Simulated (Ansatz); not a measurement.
**Si7Ge: opening a crack plane**

Si7Ge, P-43m, a = 5.459 Å. The structure is a Materials Project entry; whether it is the stable form wasn't checked. Ansatz: PBEsol, PAW, 420 eV, Γ-centred 6×6×3 mesh on 16 atoms, Gaussian smearing 0.03 eV; no spin polarisation. One cut on (100) per cell of 16 atoms is opened rigidly by x, between planes of Si and Ge+Si that stand 1.38 Å apart; y is the energy per area (29.803 Å², 1 eV/Å² = 16.02 J/m²).

| x (Å) | y (J/m²) |
| --- | --- |
| 0.00 | 0.000 |
| 0.25 | ? |
| 0.50 | 0.867 |
| 0.75 | 1.572 |
| 1.00 | 2.189 |
| 1.50 | 3.134 |
| 2.00 | 3.687 |
| 3.00 | 4.141 |
| 4.50 | 4.242 |
| 6.00 | 4.247 |

Fit the universal binding curve y = W[1 − (1 + x/l) e^(−x/l)] to the other rows, give the peak stress, and predict the missing value.

Least squares gives W = 4.27 J/m² and l = 0.581 Å. The stress dy/dx peaks at x = l with W/(e l) = 27.0 GPa, for rigid faces. At x = 0.25: x/l = 0.430, y = 0.298 J/m². The run gave 0.252 J/m², so the fit is 0.046 J/m² too high, a small miss on the scale of the series.

Cost: 12 runs of about 10 core-minutes in all, on Intel Xeon Platinum 8175M (Skylake/Cascade Lake) (shared hosts).